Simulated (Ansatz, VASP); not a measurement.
HfN in VASP and in Ansatz

```xyz
2
Lattice="0.0000 2.2364 2.2590 2.2364 0.0000 2.2590 2.2364 2.2364 0.0000" Properties=species:S:1:pos:R:3 pbc="T T T"
Hf    0.0000    0.0000    0.0000
N     2.2364    2.2364    2.2590
```

Change from the starting cell: strain -0.0100 x Voigt [1, 1, 0, 0, 0, 0], atoms carried along.

Alike in both runs: task single point; functional PBEsol; k mesh 18 × 18 × 18; occupations gaussian, width 0.15 eV; no spin polarisation.

|  | VASP | Ansatz |
| --- | --- | --- |
| version | VASP 6.6.1 | Ansatz 0.2.0 |
| potentials or method | VASP PAW PBE potentials, release 64 (Hf_pv, N) | scalar-relativistic, plane waves, PAW |
| plane-wave cutoff (eV) | 520 | 420 |
| valence electrons in the cell | 15 | 31 |

|  | VASP | Ansatz | Ansatz less VASP |
| --- | --- | --- | --- |
| gap on the k mesh at the Fermi level (eV) | none | none | - |
| pressure (GPa) | 0.6 | 2.7 | +2.18 |
| largest component of the traceless stress (GPa) | 3.45 | 3.47 | +0.020 |

A gap of «none» marks a metal or a gap that the smearing closes. With one functional, cell and mesh, what is left measures potentials, basis and numerics. The two sets of potentials don't hold the same shells in valence.

Caveats: the PAW data sets were made with another functional, which shifts forces and pressure a little (VASP). Spin-orbit coupling is left out, which matters for the levels of Hf.
